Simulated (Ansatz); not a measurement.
# MnS: further runs on the relaxed cell

The task here is to estimate one member of a computed series from the others.

Method: DFT PBEsol, scalar-relativistic, plane waves, PAW, in Ansatz 0.2.0.

1 further run of the same task is left out (set aside as unsound or not needed).

## The structure to begin with

It takes space group F-43m (No. 216, cubic). Conventional cell: a = 5.464 Å, b = 5.464 Å, c = 5.464 Å, α = 90.00°, β = 90.00°, γ = 90.00°. Mn (site symmetry -43m) is surrounded by 4 S at 2.37 Å. Around S (site symmetry -43m) lie 4 Mn at 2.37 Å.

As a file:

```xyz
2
Lattice="0.0000 2.7319 2.7319 2.7319 0.0000 2.7319 2.7319 2.7319 0.0000" Properties=species:S:1:pos:R:3 pbc="T T T"
Mn    0.0000    0.0000    0.0000
S     1.3660    1.3660    1.3660
```

This cell was relaxed beforehand with the same method: volume 20.39 Å³/atom, gap on the mesh none (metal), site moments up to 3.9 μB.

Set-up of the first run:

Contents of input.yaml:

```yaml
crystal:
  lattice:
    - [0.0, 2.7319313548, 2.7319313548]
    - [2.7319313548, 0.0, 2.7319313548]
    - [2.7319313548, 2.7319313548, 0.0]
  atoms:
    - { symbol: Mn, position: [0.0, 0.0, 0.0], spin: 4.29 }
    - { symbol: S, position: [0.25, 0.25, 0.25] }
basis:
  ecutwfc: 420
kpoints:
  mp_grid: { grid: [14, 14, 14] }
  band_path:
    path:
      - [[0.0, 0.0, 0.0], [-0.5, -0.5, 0.0], [-0.375, -0.375, 0.25]]
      - [[-0.375, 0.0, 0.375], [0.0, 0.0, 0.0], [0.0, 0.0, 0.5], [-0.5, -0.25, 0.25], [-0.5, -0.5, 0.0]]
    npoints: 14
hamiltonian:
  xc: pbesol
scf:
  occupations: { method: gaussian, width: 0.1 }
  n_extra_bands: 6
output:
  forces: true
  stress: true
  eigenvalues: true
  populations: true
  dos: { projected: true, de: 0.02, nscf_kmesh: { grid: [21, 21, 21] } }
  bader: true
  write_density: true
  write_potential: true
  elf: true
  volumetric_format: npy
magnetization:
  spin_polarized: true
checkpoint:
  read: start.run
  write: ck
  compress: false
  write_wavefunctions: false
  write_every: 100000
```

The run is started by

```sh
$ ansatz run input.yaml --threads 1 --pin off --max-ram 2560MiB --backend cpu --events-out ev --progress --plain --runs-dir out
```

Among the steps run: Bands, states and charges; Point at V/V0 = 0.97; Volume × 1.03; Point at V/V0 = 0.94; Volume × 1.06.

One table of the session follows, with a row left open; its other results are not shown here.

It belongs to the step «Fit of the equation of state». 

```
volume (Å³/atom)  energy above the lowest point (meV/atom)  pressure (GPa)  largest moment (μB)
          19.166                                       6.0            1.87                 3.65
          19.778                                       1.2            0.71                 3.77
          20.390                                       0.0           -0.02                 3.90
          21.001                                         ?               ?                    ?
          21.613                                       6.2           -1.73                 4.09
```

Estimate the missing values for volume (Å³/atom) = 21.001.

Worked estimate for «energy above the lowest point (meV/atom)». A straight line through the neighbours (20.390, 0.0) and (21.613, 6.2) gives 0.0 + (6.2 − 0.0) × (21.001 − 20.390) / (21.613 − 20.390) = 3.1; a parabola fitted to 3 rows on both sides gives 1.7.

The run gave: energy above the lowest point (meV/atom): 1.4; pressure (GPa): -0.82; largest moment (μB): 4.00. In «energy above the lowest point (meV/atom)» the line misses by +1.7 and the parabola by +0.3.

Caveats from the session: The projections leave out shells that the potentials don't hold, such as empty d states. Without a U such compounds often come out metallic though many are antiferromagnetic insulators. Warnings in the runs' records: stability check not made.
